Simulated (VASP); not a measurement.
# Sb (R-3m) in VASP: a series of runs, part 2 of 2

VASP 6.6.1. Earlier steps stand in the parts before.

## Step 3: Relaxation of cell and atoms, PBE

This run uses another cell than the first one, of 31.75 Å³/atom, 1.051 times its volume.

Contents of INCAR:

```
SYSTEM = Sb
PREC     = Accurate       ! precision mode
ENCUT    = 600            ! plane-wave cutoff, eV
EDIFF    = 1E-7           ! SCF threshold, eV
ISMEAR   = 1              ! smearing method
SIGMA    = 0.1            ! smearing width, eV
LREAL    = .False.        ! projectors in reciprocal space
LASPH    = .True.         ! aspherical terms in the spheres
NELM     = 80             ! most SCF steps
ALGO     = Normal         ! electronic algorithm
ISIF     = 3              ! what is computed and relaxed
LWAVE    = .False.        ! write WAVECAR
LCHARG   = .False.        ! write CHGCAR
GGA      = PE             ! functional
IBRION   = 2              ! ionic algorithm
NSW      = 90             ! ionic steps
EDIFFG   = -0.005         ! ionic threshold
```

Contents of KPOINTS:

```
Automatic mesh
0
Gamma
  10 10 10
  0 0 0
```

Contents of POSCAR:

```
Sb                                      
1.0
    2.1898639276      1.2643185281      3.8225708152
   -2.1898639276      1.2643185281      3.8225708152
   -0.0000000000     -2.5286370562      3.8225708152
  Sb            
     2
Direct
     0.2332067683331636    0.2332067683331636    0.2332067683331636
     0.7667932316668364    0.7667932316668364    0.7667932316668364
```

Potentials or basis: VASP PAW PBE potentials, release 64 (Sb).

Run with:

```console
> cat potpaw_PBE.64/Sb/POTCAR > POTCAR
> mpirun -np 1 vasp_std > vasp.out
```

Run time: 30 s. Hardware: 1 thread of Intel Xeon 6975P-C (Granite Rapids), shared host; peak memory 0.27 GiB.

The run converged. Its results:

```
Free energy             : -8.2781 eV
Pressure after relaxing : 0.0 GPa
Band gap on the k mesh  : none (metal or under the smearing width)
```

Forces in eV/Å, atoms in the order of the input:
```
Sb   0.000  0.000  0.002
Sb   0.000  0.000 -0.002
```

Final structure:
```xyz
2
Lattice="2.1899 1.2643 3.8226 -2.1899 1.2643 3.8226 0.0000 -2.5286 3.8226" Properties=species:S:1:pos:R:3 pbc="T T T"
Sb    0.0000    0.0000    2.6743
Sb    0.0000    0.0000    8.7934
```

Levels at points of the mesh, in eV from the Fermi level:
```csv
k point,band 2,band 3,band 4,band 5,band 6,band 7,band 8,band 9
"(0.00, 0.00, 0.00)",-5.01,-1.90,-1.68,-1.68,2.04,2.64,2.64,5.17
"(0.50, 0.00, 0.00)",-9.37,-1.82,-1.70,-0.24,-0.19,0.27,0.61,7.53
"(0.50, 0.50, 0.00)",-7.91,-5.10,-3.48,-3.42,1.70,4.72,5.34,6.54
"(0.50, 0.50, 0.50)",-8.71,-1.22,-1.22,-0.53,0.24,0.24,1.09,6.92
```

Caveat: the relaxation stopped at its first step, so nothing moved. Spin-orbit coupling is left out, which matters for the levels of Sb.

## Step 4: Relaxation of cell and atoms, rev-vdW-DF2

Contents of INCAR:

```
AGGAC    = 0.0          
ALGO     = Normal         # electronic algorithm
EDIFF    = 1E-6           # SCF threshold, eV
EDIFFG   = -0.01          # ionic threshold
ENCUT    = 600            # plane-wave cutoff, eV
GGA      = MK             # functional
IBRION   = 2              # ionic algorithm
ISIF     = 3              # what is computed and relaxed
ISMEAR   = 1              # smearing method
LASPH    = True           # aspherical terms in the spheres
LCHARG   = False          # write CHGCAR
LREAL    = False          # projectors in reciprocal space
LUSE_VDW = True         
LWAVE    = False          # write WAVECAR
NELM     = 80             # most SCF steps
NSW      = 90             # ionic steps
PARAM1   = 0.1234       
PARAM2   = 0.711357     
PREC     = Accurate       # precision mode
SIGMA    = 0.1            # smearing width, eV
ZAB_VDW  = -1.8867
```

Contents of KPOINTS:

```
k-points
0
Gamma
  10 10 10
```

Contents of POSCAR:

```
Sb
1.0
    2.1542000000      1.2437279499      3.7580000000
   -2.1542000000      1.2437279499      3.7580000000
    0.0000000000     -2.4874558998      3.7580000000
Sb
2
Direct
    0.2334900000      0.2334900000      0.2334900000
    0.7665100000      0.7665100000      0.7665100000
```

Run with:

```console
> cat potpaw_PBE.64/Sb/POTCAR > POTCAR
> mpirun -np 1 vasp_std > vasp.out
```

Wall time 3.7 min (1 thread of AMD EPYC 9R45 (Zen 5), shared host); peak memory 0.5 GiB.

It converged, with:

```yaml
Free_energy: -4.9260 eV
Relaxed_volume: 31.11 Å³/atom
Relaxed_cell: a = 4.534 Å, b = 4.534 Å, c = 4.534 Å, α = 57.58°, β = 57.58°, γ = 57.58°
Space_group_after_relaxing_to_0.05_Å: R-3m (No. 166)
Energy_gained_by_relaxing: 7.6 meV/atom
Ionic_steps: 7
Pressure_after_relaxing: 0.0 GPa
Band_gap_on_the_k_mesh: none (metal or under the smearing width)
```

The path:
| step | energy change (eV) | largest force (eV/Å) | pressure (GPa) | volume (Å³) |
| --- | --- | --- | --- | --- |
| 1 | 0.0000 | 0.2550 | 2.10 | 60.41 |
| 2 | -0.0075 | 0.1314 | -1.37 | 63.95 |
| 3 | -0.0149 | 0.0187 | -0.03 | 62.44 |
| 4 | -0.0150 | 0.0170 | -0.03 | 62.39 |
| 5 | -0.0152 | 0.0114 | 0.00 | 62.26 |
| 6 | -0.0152 | 0.0103 | 0.00 | 62.23 |
| 7 | -0.0152 | 0.0019 | -0.02 | 62.23 |

Final structure:
```
Sb
1.0
     2.18347    1.26063    3.76789
    -2.18347    1.26063    3.76789
     0.00000   -2.52126    3.76789
Sb
2
Cartesian
  0.0000 0.0000 2.6512
  0.0000 0.0000 8.6524
```

Levels at points of the mesh, in eV from the Fermi level:
| k point | band 3 | band 4 | band 5 | band 6 | band 7 | band 8 |
| --- | --- | --- | --- | --- | --- | --- |
| (0.00, 0.00, 0.00) | -1.88 | -1.69 | -1.69 | 2.19 | 2.71 | 2.71 |
| (0.50, 0.00, 0.00) | -1.74 | -1.60 | -0.24 | -0.17 | 0.26 | 0.49 |
| (0.50, 0.50, 0.00) | -5.23 | -3.54 | -3.48 | 1.76 | 4.81 | 5.34 |
| (0.50, 0.50, 0.50) | -1.18 | -1.18 | -0.50 | 0.14 | 0.14 | 1.02 |

Caveat: the PAW data sets were made with another functional, which shifts forces and pressure a little. Zero-point motion and thermal expansion aren't in these numbers.

## Step 5: Relaxation of cell and atoms, rev-vdW-DF2

This run uses another cell than the first one, of 31.11 Å³/atom, 1.030 times its volume.

Edit INCAR of step 4 so:

```diff
@@ -2,4 +2,4 @@
 ALGO     = Normal         # electronic algorithm
-EDIFF    = 1E-6           # SCF threshold, eV
-EDIFFG   = -0.01          # ionic threshold
+EDIFF    = 1E-7           # SCF threshold, eV
+EDIFFG   = -0.005         # ionic threshold
 ENCUT    = 600            # plane-wave cutoff, eV
```

KPOINTS is that of step 4.

Contents of POSCAR:

```
Sb                                      
1.0
    2.1834722257      1.2606282773      3.7678915086
   -2.1834722257      1.2606282773      3.7678915086
   -0.0000000000     -2.5212565545      3.7678915086
  Sb            
     2
Direct
     0.2345462097029576    0.2345462097029576    0.2345462097029576
     0.7654537902970425    0.7654537902970425    0.7654537902970425
```

Run with:

```console
> cat potpaw_PBE.64/Sb/POTCAR > POTCAR
> mpirun -np 1 vasp_std > vasp.out
```

It took 55 s on 1 thread of AMD EPYC 9R45 (Zen 5), shared host; peak memory 0.48 GiB.

It converged, with:

```yaml
Free_energy: -4.9260 eV
Pressure_after_relaxing: 0.0 GPa
Band_gap_on_the_k_mesh: none (metal or under the smearing width)
```

Final structure:
```
CELL_PARAMETERS angstrom
2.18347 1.26063 3.76789
-2.18347 1.26063 3.76789
0.00000 -2.52126 3.76789
ATOMIC_POSITIONS crystal
Sb 0.23455 0.23455 0.23455
Sb 0.76545 0.76545 0.76545
```

Levels at points of the mesh, in eV from the Fermi level:
| k point | band 1 | band 2 | band 3 | band 4 | band 5 | band 6 | band 7 | band 8 | band 9 |
| --- | --- | --- | --- | --- | --- | --- | --- | --- | --- |
| (0.00, 0.00, 0.00) | -12.42 | -4.96 | -1.88 | -1.69 | -1.69 | 2.19 | 2.71 | 2.71 | 5.15 |
| (0.50, 0.00, 0.00) | -10.15 | -9.48 | -1.74 | -1.60 | -0.24 | -0.17 | 0.26 | 0.49 | 7.71 |
| (0.50, 0.50, 0.00) | -10.17 | -7.90 | -5.23 | -3.54 | -3.48 | 1.76 | 4.81 | 5.34 | 6.69 |
| (0.50, 0.50, 0.50) | -10.88 | -8.87 | -1.18 | -1.18 | -0.50 | 0.14 | 0.14 | 1.02 | 7.11 |

Caveat: the relaxation stopped at its first step, so nothing moved; the PAW data sets were made with another functional, which shifts forces and pressure a little.

## Step 6: Relaxation of cell and atoms, r2SCAN

Contents of INCAR:

```
  PREC = Accurate
  ENCUT = 600
  EDIFF = 1E-6
  ISMEAR = 1
  SIGMA = 0.1
  LREAL = False
  LASPH = True
  NELM = 80
  ALGO = Normal
  ISIF = 3
  LWAVE = False
  LCHARG = False
  METAGGA = R2SCAN
  LMIXTAU = True
  IBRION = 2
  NSW = 90
  EDIFFG = -0.01
```

Contents of KPOINTS:

```
regular mesh
0
Gamma
  10 10 10
```

Contents of POSCAR:

```
Sb
1.0
    2.1542000000      1.2437279499      3.7580000000
   -2.1542000000      1.2437279499      3.7580000000
    0.0000000000     -2.4874558998      3.7580000000
Sb
2
Direct
    0.2334900000      0.2334900000      0.2334900000
    0.7665100000      0.7665100000      0.7665100000
```

Potentials or basis: VASP PAW PBE potentials, release 64 (Sb).

Run with:

```console
> cat potpaw_PBE.64/Sb/POTCAR > POTCAR
> mpirun -np 1 vasp_std > vasp.out
```

Run time: 16 min. Hardware: 1 thread of Intel Xeon Platinum 8488C (Sapphire Rapids), shared host; peak memory 0.28 GiB.

It converged, with:

```
Free energy                            : -51.3957 eV
Relaxed volume                         : 31.48 Å³/atom
Relaxed cell                           : a = 4.597 Å, b = 4.597 Å, c = 4.597 Å, α = 56.40°, β = 56.40°, γ = 56.40°
Space group after relaxing (to 0.05 Å) : R-3m (No. 166)
Energy gained by relaxing              : 6.1 meV/atom
Ionic steps                            : 11
Pressure after relaxing                : 0.0 GPa
Band gap on the k mesh                 : none (metal or under the smearing width)
```

Step by step:
```csv
step,energy change (eV),largest force (eV/Å),pressure (GPa),volume (Å³)
1,0.0000,0.0697,1.82,60.41
2,-0.0047,0.2186,-1.11,63.47
3,-0.0098,0.1020,0.05,62.16
4,-0.0107,0.0718,0.04,62.31
5,-0.0117,0.0035,0.03,62.63
6,-0.0117,0.0193,0.03,62.74
7,-0.0121,0.0037,-0.04,62.91
8,-0.0122,0.0081,-0.09,63.03
9,-0.0122,0.0109,-0.10,63.06
10,-0.0121,0.0169,0.16,62.84
11,-0.0123,0.0001,0.01,62.97
```

Final structure:
```
Sb
1.0
     2.17224    1.25414    3.85236
    -2.17224    1.25414    3.85236
     0.00000   -2.50829    3.85236
Sb
2
Cartesian
  0.0000 0.0000 2.6810
  0.0000 0.0000 8.8761
```

Levels at points of the mesh, in eV from the Fermi level:
```
           k point  band 1  band 2  band 3  band 4  band 5  band 6  band 7  band 8  band 9
(0.00, 0.00, 0.00)  -13.12   -5.09   -2.28   -1.98   -1.98    1.91    2.61    2.61    5.49
(0.50, 0.00, 0.00)  -10.76   -9.92   -2.24   -2.14   -0.39   -0.15    0.28    0.64    7.85
(0.50, 0.50, 0.00)  -10.77   -8.40   -5.47   -3.88   -3.80    1.69    4.87    5.70    6.86
(0.50, 0.50, 0.50)  -11.72   -9.15   -1.51   -1.51   -0.44    0.20    0.20    1.27    7.22
```

Caveat: the PAW data sets were made with another functional, which shifts forces and pressure a little.

## Step 7: Overview

| level | gap on the mesh (eV) | pressure (GPa) |
| --- | --- | --- |
| PBE | none | 0.0 |
| rev-vdW-DF2 | none | 0.0 |
| r2SCAN | none | 0.0 |

Alike in all rows: task relaxation of cell and atoms; potentials or basis VASP PAW PBE potentials, release 64 (Sb); no spin polarisation; cell relaxed; k mesh 10 × 10 × 10; cutoff (eV) 600; smearing methfessel-paxton 0.1 eV.

Caveats: the relaxation stopped at its first step, so nothing moved (some runs); the PAW data sets were made with another functional, which shifts forces and pressure a little (some runs).

Total energies depend on the potentials used, so only differences within one code and one set of settings carry meaning.
